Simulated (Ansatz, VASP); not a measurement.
Si in VASP and in Ansatz

Contents of INCAR:

```
PREC = Accurate ; ENCUT = 600
EDIFF = 1E-6 ; ISMEAR = -1
SIGMA = 0.05 ; LREAL = F
LASPH = T ; NELM = 100
ALGO = Fast ; ISIF = 3
LWAVE = F ; LCHARG = F
GGA = B5 ; ALDAX = 1.0
AGGAX = 1.0 ; AGGAC = 1.0
ALDAC = 0.0 ; IVDW = 13
VDW_S6 = 1.0 ; VDW_S8 = 2.34076671
VDW_A1 = 0.44488865 ; VDW_A2 = 4.0933009
IBRION = 2 ; NSW = 80
EDIFFG = -0.005
```

KPOINTS

```
Automatic mesh
0
Gamma
  8 8 8
```

POSCAR

```
Si
1.0
    0.0000000000      2.7218511865      2.7218511865
    2.7218511865      0.0000000000      2.7218511865
    2.7218511865      2.7218511865      0.0000000000
Si
2
Direct
    0.5000000000      0.5000000000      0.5000000000
    0.7500000000      0.7500000000      0.7500000000
```

Contents of input.yaml:

```yaml
crystal:
  lattice:
    - [0.0, 2.7218511865, 2.7218511865]
    - [2.7218511865, 0.0, 2.7218511865]
    - [2.7218511865, 2.7218511865, 0.0]
  atoms:
    - { symbol: Si, position: [0.5, 0.5, 0.5] }
    - { symbol: Si, position: [0.75, 0.75, 0.75] }
kpoints:
  mp_grid: { grid: [8, 8, 8] }
scf:
  occupations: { method: fermi_dirac, width: 0.05 }
hamiltonian:
  xc: blyp
  dispersion: d4
  pseudopotentials: { kind: all_electron, lapw: { basis_error: 0.001 } }
output:
  forces: true
  stress: true
relax:
  f_tol: 0.005
  max_steps: 60
  cell: {}
```

Alike in both runs: task relaxation of cell and atoms; functional BLYP; dispersion D4; k mesh 8 × 8 × 8; occupations fermi-dirac, width 0.05 eV; no spin polarisation.

```csv
,VASP,Ansatz
version,VASP 6.6.1,Ansatz 0.2.0
potentials or method,"VASP PAW PBE potentials, release 64 (Si)","all-electron LAPW, scalar-relativistic"
plane-wave cutoff (eV),600,see its input
```

|  | VASP | Ansatz | Ansatz less VASP |
| --- | --- | --- | --- |
| relaxed volume (Å³/atom) | 19.97 | 19.93 | -0.045 |
| relaxed cell length with the largest relative difference (Å) | 3.837 | 3.834 | -0.0029 |

Ansatz ran all-electron here, so the differences hold the error of VASP's frozen core and of both bases.

Caveats: the PAW data sets were made with another functional, which shifts forces and pressure a little (VASP). A k mesh can miss the band edges.
